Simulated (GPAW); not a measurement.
A run of GPAW 26.7.0 is set up as follows.

Contents of run.py:

```python
from ase import Atoms
from ase.calculators.mixing import SumCalculator
from ase.filters import FrechetCellFilter
from ase.io import write
from ase.optimize import BFGS
from dftd3.ase import DFTD3
from gpaw import GPAW, PW, setup_paths

setup_paths.insert(0, '.')

atoms = Atoms(['Au', 'Al'],
              cell=[[3.223942, 0.0, 0.0],
                    [0.0, 3.223942, 0.0],
                    [0.0, 0.0, 3.223942]],
              scaled_positions=[[0.5, 0.5, 0.5],
                                [0.0, 0.0, 0.0]],
              pbc=True)

calc = GPAW(mode=PW(600),
            xc='PBEsol',
            kpts={'size': (8, 8, 8), 'gamma': True},
            occupations={'name': 'fermi-dirac', 'width': 0.05},
            nbands=17,
            convergence={'density': 1e-05, 'forces': 0.0001},
            maxiter=150,
            txt='gpaw.txt')
atoms.calc = SumCalculator([calc, DFTD3(method='pbesol', damping='d3bj')])
opt = BFGS(FrechetCellFilter(atoms), trajectory='relax.traj', logfile='-')
done = opt.run(fmax=0.02, steps=60)
calc.write('gs.gpw')
write('result.traj', atoms)
print('Converged:', done)
print('Cell:', atoms.cell.cellpar().round(4))
print('Volume:', round(atoms.get_volume(), 4))
print(atoms.get_scaled_positions().round(5))
```

Potentials or basis: PAW data sets generated in the run's folder for this functional, pw.

The run is started by

```console
$ gpaw-setup -f PBEsol Al Au
$ OMP_NUM_THREADS=1 python run.py
```

(1) Estimate the relaxed volume.

(2) What does it give for the dispersion energy per atom?

## Answers

(1) 15.54 Å³/atom.

(2) -0.496 eV.

Caveat: with this Au data set, volumes or pressures lay over 1.5 % or 2 GPa off other programs in two to four cells of ten; later steps reuse the first step's grids; pairwise dispersion overbinds metals, which lowers pressure and volume.
